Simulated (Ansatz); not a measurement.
# MoS2 (element-swapped structure): how the settings move a single-point run, part 1 of 2

Question: which choices in the input matter for MoS2 (element-swapped structure)?

Computed with Ansatz 0.2.0 (reference: DFT r2SCAN, plane waves, PAW, scalar-relativistic, no spin polarisation, unless a step's input says otherwise).

1 further run of the same task is left out (it didn't finish).

### 1 The system as given

It takes space group P6_3/mmc (No. 194, hexagonal). The conventional cell has a = 3.158 Å, b = 3.158 Å, c = 12.448 Å, α = 90.00°, β = 90.00°, γ = 120.00°. Mo (site symmetry -6m2) is surrounded by 6 S at 2.43 Å. S (site symmetry 3m) is surrounded by 3 Mo at 2.43 Å.

Structure file:

```
CELL_PARAMETERS angstrom
1.57875 2.73448 0.00000
-1.57875 2.73448 0.00000
0.00000 0.00000 12.44767
ATOMIC_POSITIONS crystal
Mo 0.33333 0.33333 0.25000
Mo 0.66667 0.66667 0.75000
S 0.33333 0.33333 0.62100
S 0.66667 0.66667 0.12100
S 0.33333 0.33333 0.87900
S 0.66667 0.66667 0.37900
```

### 2 Baseline

input.yaml

```yaml
crystal:
  lattice:
    - [1.57875287, 2.73447647, 0.0]
    - [-1.57875287, 2.73447647, 0.0]
    - [0.0, 0.0, 12.44767289]
  atoms:
    - { symbol: Mo, position: [0.33333, 0.33334, 0.25] }
    - { symbol: Mo, position: [0.66666, 0.66667, 0.75] }
    - { symbol: S, position: [0.33333, 0.33334, 0.621] }
    - { symbol: S, position: [0.66666, 0.66667, 0.121] }
    - { symbol: S, position: [0.33333, 0.33334, 0.879] }
    - { symbol: S, position: [0.66667, 0.66667, 0.379] }
  symmetry: { tolerance: 0.0003 }
kpoints:
  mp_grid: { grid: [7, 7, 2], shift: [0, 0, 0] }
magnetization:
  spin_polarized: false
scf:
  occupations: { method: fermi_dirac }
hamiltonian:
  pseudopotentials: { kind: paw }
  xc: r2scan
basis:
  ecutwfc: 500
output:
  forces: true
  stress: true
  eigenvalues: true
  write_density: true
  write_potential: true
  elf: true
  volumetric_format: npy
```

On the command line:

```bash
$ ansatz run input.yaml --threads 1 --pin off --max-ram 2560MiB --backend cpu --events-out ev --progress --plain --runs-dir out
```

Output, cut to the lines that bear on the results:

```text
Warning: the atoms were moved onto the symmetric positions of the space group found under crystal.symmetry.tolerance 3.0e-4 (fractional; no operation is sought that the atoms, as they stand in a round, miss by more than twice it, and no atom is moved by as much as it), and the run uses [...]
Warning: RAYON_NUM_THREADS=1 ignored (pool sized by the plan → 1); use --threads N
[...]
Pseudopotentials: kind: paw
Pseudopotential: Mo, paw, valence charge 14, recommended cutoff 500 eV (meta_gga), Mo.paw.azcp
Pseudopotential: S, paw, valence charge 6, recommended cutoff 500 eV (meta_gga), S.paw.azcp
Functional definition: r2SCAN
[...]
Crystal: 6 atoms, lattice volume = 107.475 Å³
Basis set: ecut = 500 eV, 2721 PW (Γ), exchange–correlation on 96×96×384 points (64 copies of the dense FFT grid, shifted against one another)
Bands: 32, of which v1, the nominal top of the filled ones, is band 26 counted from 1 (25 counted from 0)
Symmetry: 24 space group operations
Space group: P63/mmc (ITA 194), of the structure as read, at distance tolerance 1.4e-3 Å
k-points: 16 of 98
[...]
SCF iter   1: F=—  HF=-13564.115041 eV  |F-HF|=—  |Δ(HF+E_count)|=         —  Δρ=1.10e-2  dr2=1.91e-1  dr2_τ=1.01e-1  ethr=1.77e-3  ⟨swp⟩=6.4  Hψ=2213  notcnv=0
[...]
SCF iter   7: F=-13564.199449 eV  HF=-13564.199449 eV  |F-HF|=4.76e-9  |Δ(HF+E_count)|=   1.67e-7  Δρ=2.50e-6  dr2=6.53e-9  dr2_τ=6.11e-10  ethr=1.92e-10  ⟨swp⟩=10.5  Hψ=3926  notcnv=0
[...]
SCF converged after 7 iterations
Free energy (F): -13564.199449 eV
[...]
E sigma→0 (E₀):  -13564.199263 eV
Entropy (-TS):   -0.000372 eV (-0.062 meV/atom)
Fermi energy:    11.042701 eV
[...]
--- Forces (eV/Å), atoms counted from 1 ---
  atom   1  Mo     0.00000000     0.00000000     0.00000000
  atom   2  Mo    -0.00000000     0.00000000    -0.00000000
  atom   3  S     -0.00000000     0.00000000     0.92798541
  atom   4  S     -0.00000000    -0.00000000     0.92798541
  atom   5  S      0.00000000     0.00000000    -0.92798541
  atom   6  S      0.00000000    -0.00000000    -0.92798541
[...]
--- Stress (GPa, compression-positive) ---
        0.161771      -0.000000       0.000000
       -0.000000       0.161771      -0.000000
        0.000000      -0.000000      -6.572303
  P = ⅓ Tr σ = -2.0829 GPa (-20.829 kbar)
--- Band table (eV; the first three rows and the last of 16) ---
[...]
```

It took 9.3 s on 1 thread of Arm Neoverse V1, shared host; peak memory 0.59 GiB.

### 3 Variant: mp_grid.grid [5, 5, 1], hubbard.sites [{species: Mo, l: d, u_eff: 6.0}], hubbard.double_counting fll

Changes to input.yaml since step 2:

```diff
@@ -14,3 +14,3 @@
 kpoints:
-  mp_grid: { grid: [7, 7, 2], shift: [0, 0, 0] }
+  mp_grid: { grid: [5, 5, 1], shift: [0, 0, 0] }
 magnetization:
@@ -22,2 +22,3 @@
   xc: r2scan
+  hubbard: { sites: [{ species: Mo, l: d, u_eff: 6.0 }], double_counting: fll }
 basis:
@@ -28,5 +29 @@
   eigenvalues: true
-  write_density: true
-  write_potential: true
-  elf: true
-  volumetric_format: npy
```

On the command line:

```bash
$ ansatz run input.yaml --threads 1 --pin off --max-ram 2560MiB --backend cpu --events-out ev --progress --plain --runs-dir out
```

Output, cut to the lines that bear on the results:

```text
Warning: the atoms were moved onto the symmetric positions of the space group found under crystal.symmetry.tolerance 3.0e-4 (fractional; no operation is sought that the atoms, as they stand in a round, miss by more than twice it, and no atom is moved by as much as it), and the run uses [...]
Warning: RAYON_NUM_THREADS=1 ignored (pool sized by the plan → 1); use --threads N
Mo: projections on atomic orbitals take those of the free atom [Ar 3d10] 4s2 4p6 4d5 5s1, of charge +0.00 (hamiltonian.pseudopotentials.projection_atoms); the dataset's partial waves leave at most 6.0e-6 of an orbital's norm unspanned inside its sphere
S: projections on atomic orbitals take those of the free atom [Ne] 3s2 3p4, of charge +0.00 (hamiltonian.pseudopotentials.projection_atoms); the dataset's partial waves leave at most 1.6e-7 of an orbital's norm unspanned inside its sphere
[...]
Pseudopotentials: kind: paw
Pseudopotential: Mo, paw, valence charge 14, recommended cutoff 500 eV (meta_gga), Mo.paw.azcp
[...]
SCF iter   1: F=—  HF=-13550.254946 eV  |F-HF|=—  |Δ(HF+E_count)|=         —  Δρ=6.34e-2  dr2=5.33e0  dr2_τ=3.24e-1  ethr=3.10e-3  ⟨swp⟩=6.4  Hψ=696  notcnv=0
[...]
SCF iter   9: F=-13549.352145 eV  HF=-13549.352145 eV  |F-HF|=1.20e-8  |Δ(HF+E_count)|=   4.07e-7  Δρ=4.66e-6  dr2=2.54e-8  dr2_τ=7.45e-10  ethr=1.92e-10  ⟨swp⟩=6.8  Hψ=770  notcnv=0
[...]
SCF converged after 9 iterations
Free energy (F): -13549.352145 eV
[...]
E sigma→0 (E₀):  -13549.351913 eV
Entropy (-TS):   -0.000463 eV (-0.077 meV/atom)
Fermi energy:    10.699370 eV
[...]
--- Forces (eV/Å), atoms counted from 1 ---
  atom   1  Mo     0.00000000    -0.00000000     0.00000000
  atom   2  Mo    -0.00000000     0.00000000    -0.00000000
  atom   3  S     -0.00000000     0.00000000     0.97053354
  atom   4  S     -0.00000000    -0.00000000     0.97053354
  atom   5  S      0.00000000     0.00000000    -0.97053354
  atom   6  S      0.00000000    -0.00000000    -0.97053354
[...]
--- Stress (GPa, compression-positive) ---
        1.016092      -0.000000       0.000000
       -0.000000       1.016092      -0.000000
        0.000000      -0.000000      -6.431325
  P = ⅓ Tr σ = -1.4664 GPa (-14.664 kbar)
--- Band table (eV; the first three rows and the last of 5) ---
[...]
Occupation matrices written to <dir>
```

Wall time 5.3 s (1 thread of Arm Neoverse V1, shared host); peak memory 0.56 GiB.

Changing the k-point mesh and Hubbard U moves the energy by +2.47 eV/atom, and the pressure goes from -2.1 to -1.5 GPa, the gap on the mesh goes from 1.13 to 1.32 eV and the largest force goes from 0.93 to 0.97 eV/Å. The U term adds an energy of its own, so the shift says nothing about which run is better. A gap read on a mesh depends on which points the mesh holds, and a coarse mesh shifts the density too.

### 4 Variant: starting moments, spin_polarized true

input.yaml

```yaml
crystal:
  lattice:
    - [1.57875287, 2.73447647, 0.0]
    - [-1.57875287, 2.73447647, 0.0]
    - [0.0, 0.0, 12.44767289]
  atoms:
    - { symbol: Mo, position: [0.33333, 0.33334, 0.25], spin: 1.0 }
    - { symbol: Mo, position: [0.66666, 0.66667, 0.75], spin: -1.0 }
    - { symbol: S, position: [0.33333, 0.33334, 0.621], spin: -2.0 }
    - { symbol: S, position: [0.66666, 0.66667, 0.121], spin: 2.0 }
    - { symbol: S, position: [0.33333, 0.33334, 0.879], spin: -2.0 }
    - { symbol: S, position: [0.66667, 0.66667, 0.379], spin: -2.0 }
  symmetry: { tolerance: 0.0003 }
kpoints:
  mp_grid: { grid: [7, 7, 2], shift: [0, 0, 0] }
magnetization:
  spin_polarized: true
scf:
  occupations: { method: fermi_dirac }
hamiltonian:
  pseudopotentials: { kind: paw }
  xc: r2scan
basis:
  ecutwfc: 500
output:
  forces: true
  stress: true
  eigenvalues: true
```

On the command line:

```bash
$ ansatz run input.yaml --threads 1 --pin off --max-ram 2560MiB --backend cpu --events-out ev --progress --plain --runs-dir out
```

Output, cut to the lines that bear on the results:

```text
Warning: the atoms were moved onto the symmetric positions of the space group found under crystal.symmetry.tolerance 3.0e-4 (fractional; no operation is sought that the atoms, as they stand in a round, miss by more than twice it, and no atom is moved by as much as it), and the run uses [...]
Warning: RAYON_NUM_THREADS=1 ignored (pool sized by the plan → 1); use --threads N
[...]
Pseudopotentials: kind: paw
Pseudopotential: Mo, paw, valence charge 14, recommended cutoff 500 eV (meta_gga), Mo.paw.azcp
Pseudopotential: S, paw, valence charge 6, recommended cutoff 500 eV (meta_gga), S.paw.azcp
Functional definition: r2SCAN
[...]
Crystal: 6 atoms, lattice volume = 107.475 Å³
Basis set: ecut = 500 eV, 2721 PW (Γ), exchange–correlation on 96×96×384 points (64 copies of the dense FFT grid, shifted against one another)
Bands: 38, of which v1, the nominal top of the filled ones, is band 26 counted from 1 (25 counted from 0)
Symmetry: 6 space group operations
Space group: P3m1 (ITA 156), of the structure as read, at distance tolerance 1.4e-3 Å
Magnetic group: BNS 156.49 (UNI 1279), of the structure as read, at distance tolerance 1.4e-3 Å
k-points: 16 of 98 (time reversal used)
[...]
WARN: the starting moments were not kept: the SCF closed with an absolute magnetisation of 9.2e-6 μB, where they sum to 10 μB in size (6 sites). That is at most 0.1 of that sum. Measured as dr2_m measures the in/out step, that magnetisation stands 7.5e-12 eV from none, at or under the [...]
SCF converged after 18 iterations
Magnetization: -0.0000 μB (26.0000 up, 26.0000 down)
Absolute magnetization: 0.0000 μB (∫|ρ↑−ρ↓|, with the PAW one-centre terms)
Spin contamination: 0.0000 ħ² per cell (⟨S²⟩ above its minimum at these occupations)
Per-site moments (μB) at R_I (Å): [(-1.6112743817191924e-6, 1.0021041010327423), (-6.059273819024862e-7, 1.002104101032742), (2.889835712448016e-7, 1.0021041010327423), (-3.408114611942614e-7, 1.0021041010327423), (3.265013703586086e-7, 1.002104101032742), (1.9944757637032372e-6, [...]
Free energy (F): -13564.199449 eV
[...]
E sigma→0 (E₀):  -13564.199263 eV
Entropy (-TS):   -0.000372 eV (-0.062 meV/atom)
Fermi energy:    11.042683 eV
[...]
--- Forces (eV/Å), atoms counted from 1 ---
  atom   1  Mo     0.00000000     0.00000000    -0.00000254
  atom   2  Mo    -0.00000000    -0.00000000    -0.00000264
  atom   3  S      0.00000000     0.00000000     0.92800864
  atom   4  S      0.00000000    -0.00000000     0.92801071
  atom   5  S     -0.00000000     0.00000000    -0.92800847
  atom   6  S     -0.00000000    -0.00000000    -0.92800844
[...]
--- Stress (GPa, compression-positive) ---
        0.161733      -0.000000       0.000000
       -0.000000       0.161733      -0.000000
        0.000000      -0.000000      -6.572174
  P = ⅓ Tr σ = -2.0829 GPa (-20.829 kbar)
--- Band table (eV; the first three rows and the last of 32) ---
[...]
```

It took 2.3 min on 1 thread of Arm Neoverse V1, shared host; peak memory 0.63 GiB.

With the changed spin polarisation the energy stays within 0.5 meV/atom: no moment survives, so both runs end on the same non-magnetic state.

(Continued in part 2 of 2.)
